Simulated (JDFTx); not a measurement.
CaO: equation of state with PBEsol

The system is CaO.

```
CELL_PARAMETERS angstrom
0.00000 2.40356 2.40356
2.40356 0.00000 2.40356
2.40356 2.40356 0.00000
ATOMIC_POSITIONS crystal
Ca 0.00000 0.00000 0.00000
O 0.50000 0.50000 0.50000
```

The cell is a database's computed one.

```json
{"Program": "JDFTx 1.7.0 (patched build)", "Task": "equation of state", "Functional": "PBEsol", "Potentials or basis": "PseudoDojo-SR-PBEsol-0.4.1-standard with smoothed tails", "Cutoff": "1143 eV", "Density cutoff": "9143 eV", "k mesh": "10 × 10 × 10", "Occupations": "fermi-dirac, width 0.05 eV", "Spin": "no spin polarisation", "Local potential set to -Z/r beyond": "6 bohr", "Bands": "14", "Density cutoff over wavefunction cutoff": "8", "Max SCF steps": "100", "SCF threshold on the energy": "1e-09 Ha", "Solver of the electrons": "scf"}
```

```
Equilibrium volume                      : 13.51 Å³/atom
Bulk modulus                            : 116 GPa
Pressure derivative of the bulk modulus : 4.4
```

Energy against volume, from the lowest point:
```csv
volume (Å³/atom),energy (meV/atom)
13.052,5.67
13.330,0.62
13.608,0.00
13.886,3.34
14.163,10.24
14.441,20.31
14.719,33.23
```
